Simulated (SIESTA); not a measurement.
Runs of SIESTA 5.4.2 on MgO. Symmetry: Fm-3m, No. 225, cubic system. The conventional cell has a = 4.194 Å, b = 4.194 Å, c = 4.194 Å, α = 90.00°, β = 90.00°, γ = 90.00°. Mg (site symmetry m-3m) has 6 O at 2.10 Å as nearest neighbours. O (site symmetry m-3m) has 6 Mg at 2.10 Å as nearest neighbours. The cell is a database's computed one.

| task | level | potentials or basis | gap on the mesh (eV) | pressure (GPa) | V0 of scaled cells (Å³/atom) | B0 (GPa) |
| --- | --- | --- | --- | --- | --- | --- |
| band structure | LDA | PseudoDojo 0.4 standard (LDA files), DZP (energy shift 0.003 Ry; two zetas on semicore shells) | 4.71 | -0.3 | - | - |
| band structure | PBEsol | PseudoDojo 0.4 standard (PBEsol files), DZP (energy shift 0.003 Ry; two zetas on semicore shells) | 4.68 | 5.7 | - | - |
| equation of state | PBEsol | PseudoDojo 0.4 standard (PBEsol files), DZP (energy shift 0.003 Ry; two zetas on semicore shells) | - | - | 9.55 | (a) |
| equation of state | LDA | PseudoDojo 0.4 standard (LDA files), DZP (energy shift 0.003 Ry; two zetas on semicore shells) | - | - | (b) | (c) |

Alike in all rows: no spin polarisation; cell as given; k mesh 11 × 11 × 11; smearing fermi-dirac 0.05 eV; grid cutoff 800 Ry; energy shift 0.003 Ry.

Q: Estimate the missing entries.

A: (a) 152; (b) 9.21; (c) 165.

Caveats: the basis of atomic orbitals isn't converged, which shifts pressures, moduli and gaps.

